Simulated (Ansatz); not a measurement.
# TiSi₂: what a set of calculations says

Plane-wave DFT in Ansatz with scalar-relativistic PAW potentials. The crystal relaxes under PBE to Fddd with a = 4.808 Å, b = 8.270 Å, c = 8.559 Å, 14.18 Å³/atom. No spin polarisation.

```cif
data_structure
_symmetry_space_group_name_H-M 'P 1'
_symmetry_Int_Tables_number 1
_cell_length_a 5.9510
_cell_length_b 4.9085
_cell_length_c 4.7831
_cell_angle_alpha 75.752
_cell_angle_beta 53.077
_cell_angle_gamma 51.171
_cell_volume 85.08
loop_
_atom_site_label
_atom_site_type_symbol
_atom_site_fract_x
_atom_site_fract_y
_atom_site_fract_z
_atom_site_occupancy
Ti1 Ti 0.75000 0.75000 0.75000 1
Ti2 Ti 0.50000 0.50000 0.50000 1
Si1 Si 0.08682 0.41318 0.08682 1
Si2 Si 0.41318 0.08682 0.41318 1
Si3 Si 0.16318 0.83682 0.16318 1
Si4 Si 0.83682 0.16318 0.83682 1
```

Each line comes from a run of its own, at the level named and at that level's relaxed cell.

- Compression. PBE: B0 = 139 GPa, B' = 4.4.
- Surfaces. r2SCAN: (110) Si 2.31 J/m², work function 4.09 eV.
- Under pressure. PBE: at 60 GPa the volume is 77.8 % of its rest value, relaxed within the start's symmetry (group found there: Fddd).

All values are for 0 K without zero-point motion.